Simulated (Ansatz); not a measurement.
# C₄H₈: up Jacob's ladder to CCSD(T)

Aim: compute C₄H₈ with functionals from several rungs and with coupled cluster. The yardstick is the atomisation energy at the CCSD(T) limit.

Program: Ansatz 0.2.0, Gaussian basis. Level of theory: functionals in def2-TZVPP, the program's frozen cores in correlated methods. These are calculated values, not measurements.

The runs, in order: PBE-D4, r2SCAN-D4, PBE0-D4, B3LYP-D4, ωB97X-V, ωB97M-V, B2PLYP; CCSD(T)/def2-TZVPP; MP2/def2-QZVPP; extrapolation to the limit.

### Step 1. Structure used throughout

An earlier PBE0-D4 in a triple-zeta def2 set relaxation fixed the geometry.

12 atoms, charge 0, spin multiplicity 1.

Atoms are counted from 1 here; the program's logs count them from 0.

Bond lengths: C1–C2 1.326 Å, C1–H5 1.084 Å, C1–H6 1.084 Å, C2–C3 1.495 Å, C2–H7 1.089 Å, C3–C4 1.516 Å, C3–H8 1.098 Å, C3–H9 1.098 Å, C4–H10 1.093 Å, C4–H11 1.093 Å, C4–H12 1.092 Å. Angles: C2–C1–H5 122.1°, C2–C1–H6 121.1°, H5–C1–H6 116.8°, C1–C2–C3 126.4°, C1–C2–H7 118.5°, C3–C2–H7 115.1°, C2–C3–C4 115.6°, C2–C3–H8 108.2°, C2–C3–H9 108.2°, C4–C3–H8 109.8°, C4–C3–H9 109.8°, H8–C3–H9 104.7°, C3–C4–H10 111.3°, C3–C4–H11 111.3°, C3–C4–H12 110.7°, H10–C4–H11 107.7°, H10–C4–H12 107.8°, H11–C4–H12 107.8°.

Geometry (Å):

```
C    -0.99496    1.32184   -0.52803
C    -0.70824    0.68533    0.59933
C     0.22024   -0.47593    0.75084
C     0.88888   -0.95106   -0.52426
H    -0.55719    1.03744   -1.47859
H    -1.68477    2.15753   -0.53924
H    -1.18280    1.02121    1.51973
H    -0.33761   -1.30312    1.20854
H     0.98315   -0.20994    1.49386
H     1.49279   -0.15971   -0.97521
H     0.15143   -1.27023   -1.26493
H     1.54688   -1.79855   -0.32275
```

### Step 2. PBE-D4 (GGA)

in.yaml

```yaml
crystal:
  periodic: [false, false, false]
  atoms:
    - {symbol: C, position_ang: [-0.994961, 1.321842, -0.528030]}
    - {symbol: C, position_ang: [-0.708239, 0.685332, 0.599331]}
    - {symbol: C, position_ang: [0.220240, -0.475931, 0.750841]}
    - {symbol: C, position_ang: [0.888882, -0.951064, -0.524262]}
    - {symbol: H, position_ang: [-0.557191, 1.037441, -1.478588]}
    - {symbol: H, position_ang: [-1.684771, 2.157527, -0.539243]}
    - {symbol: H, position_ang: [-1.182800, 1.021214, 1.519728]}
    - {symbol: H, position_ang: [-0.337609, -1.303121, 1.208544]}
    - {symbol: H, position_ang: [0.983146, -0.209940, 1.493865]}
    - {symbol: H, position_ang: [1.492785, -0.159712, -0.975211]}
    - {symbol: H, position_ang: [0.151433, -1.270233, -1.264930]}
    - {symbol: H, position_ang: [1.546884, -1.798555, -0.322747]}
basis:
  gaussian: {orbitals: def2-TZVPP}
hamiltonian: {xc: pbe, dispersion: d4}
output: {forces: true, orbitals: {seedname: orbitals}}
```

The runs that follow: r2SCAN-D4 (meta-GGA); PBE0-D4 (hybrid); B3LYP-D4 (hybrid); ωB97X-V (range-separated); ωB97M-V (range-separated); B2PLYP (double hybrid); CCSD(T) in def2-TZVPP; MP2 in def2-QZVPP.

Q: Predict the results of all the runs planned. Wanted: atomisation energy, CCSD(T)/CBS; farthest; mean size of error, hybrid; mean size of error, range-separated; gap, smallest and largest; T1 diagnostic; triples share of the correlation energy.

**Answer**, as computed:

| quantity | value |
| --- | --- |
| atomisation energy, CCSD(T)/CBS | 4828.0 kJ/mol |
| functionals within 24.1 kJ/mol (0.5 %) | r2SCAN-D4, B3LYP-D4, ωB97X-V, ωB97M-V |
| farthest | PBE-D4 (+94.3 kJ/mol) |
| mean size of error, hybrid | 25.0 kJ/mol |
| mean size of error, range-separated | 7.1 kJ/mol |
| gap, smallest and largest | 5.68 eV (PBE-D4), 12.48 eV (ωB97X-V) |
| T1 diagnostic | 0.0097 |
| triples share of the correlation energy | 4.0 % |

In words: PBE-D4 misses by +94.3 kJ/mol. Double hybrids carry the basis error of their MP2 part in triple zeta, and no dispersion term here, so their miss is partly the set-up's. Misses under about 24.1 kJ/mol are within the doubt on the reference itself, which lacks core-valence correlation, relativity and higher excitations. Hartree-Fock recovers 76 % of the binding; the rest is correlation. Orbital gaps span 5.7 to 12.5 eV; exact exchange widens them.
